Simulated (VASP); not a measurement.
Set up this calculation in VASP 6.6.1, as the native input.

| Item | Value |
| --- | --- |
| Task | single point |
| Functional | r2SCAN |
| Potentials or basis | VASP PAW PBE potentials, release 64 (K_sv, Br) |
| Cutoff | 520 eV |
| k mesh | 6 × 6 × 6 |
| Occupations | gaussian, width 0.01 eV |
| Spin | no spin polarisation |
| Dipole correction | no |
| Further INCAR settings | ALGO = Normal; EDIFF = 1e-06; NBANDS = 15 |

The system is KBr.

```
CELL_PARAMETERS angstrom
0.00000 3.68830 3.68830
3.74510 0.00000 3.68830
3.74510 3.68830 0.00000
ATOMIC_POSITIONS crystal
K 0.00000 0.00000 0.00000
Br 0.25000 0.25000 0.25000
```

The cell was built by a generator and needn't be a form met in nature.

The cell isn't the ideal one: uniaxial_x strain +1.5%.

These files were run (other wordings do the same):

POSCAR

```
KBr
1.0
    0.0000000000      3.6882992785      3.6882992785
    3.7450990874      0.0000000000      3.6882992785
    3.7450990874      3.6882992785      0.0000000000
K Br
1 1
Direct
    0.0000000000      0.0000000000      0.0000000000
    0.2500000000      0.2500000000      0.2500000000
```

INCAR.step1

```
PREC     = Accurate       # precision mode
ENCUT    = 520            # plane-wave cutoff, eV
ISMEAR   = 0              # smearing method
SIGMA    = 0.01           # smearing width, eV
LREAL    = F              # projectors in reciprocal space
LASPH    = T              # aspherical terms in the spheres
NELM     = 100            # most SCF steps
NBANDS   = 15             # bands
GGA      = PE             # functional
ALGO     = Normal         # electronic algorithm
EDIFF    = 1E-4           # SCF threshold, eV
LWAVE    = T              # write WAVECAR
LCHARG   = F              # write CHGCAR
```

INCAR.step2

```
PREC     = Accurate       # precision mode
ENCUT    = 520            # plane-wave cutoff, eV
EDIFF    = 1E-6           # SCF threshold, eV
ISMEAR   = 0              # smearing method
SIGMA    = 0.01           # smearing width, eV
LREAL    = F              # projectors in reciprocal space
LASPH    = T              # aspherical terms in the spheres
NELM     = 100            # most SCF steps
ALGO     = Normal         # electronic algorithm
ISIF     = 2              # what is computed and relaxed
LWAVE    = F              # write WAVECAR
LCHARG   = T              # write CHGCAR
METAGGA  = R2SCAN         # meta-GGA
LMIXTAU  = T            
LELF     = T              # ELF
LVHAR    = T            
NBANDS   = 15             # bands
ISTART   = 1
```

KPOINTS

```
regular mesh
0
Gamma
  6 6 6
```

Potentials or basis: VASP PAW PBE potentials, release 64 (K_sv, Br).

Launch:

```bash
$ cat potpaw_PBE.64/K_sv/POTCAR potpaw_PBE.64/Br/POTCAR > POTCAR
$ cp INCAR.step1 INCAR
$ mpirun -np 1 vasp_std > vasp.out
$ cp INCAR.step2 INCAR
$ mpirun -np 1 vasp_std > vasp.out
```

It gave:

* Pressure: -0.1 GPa
* Band gap on the k mesh: 4.81 eV, indirect (least direct gap 4.83 eV)

Caveat: the PAW data sets were made with another functional, which shifts forces and pressure a little.

It took 2.4 min on 1 thread of Intel(R) Xeon(R) Platinum 8488C (Sapphire Rapids) (shared host), peak memory 0.27 GiB.
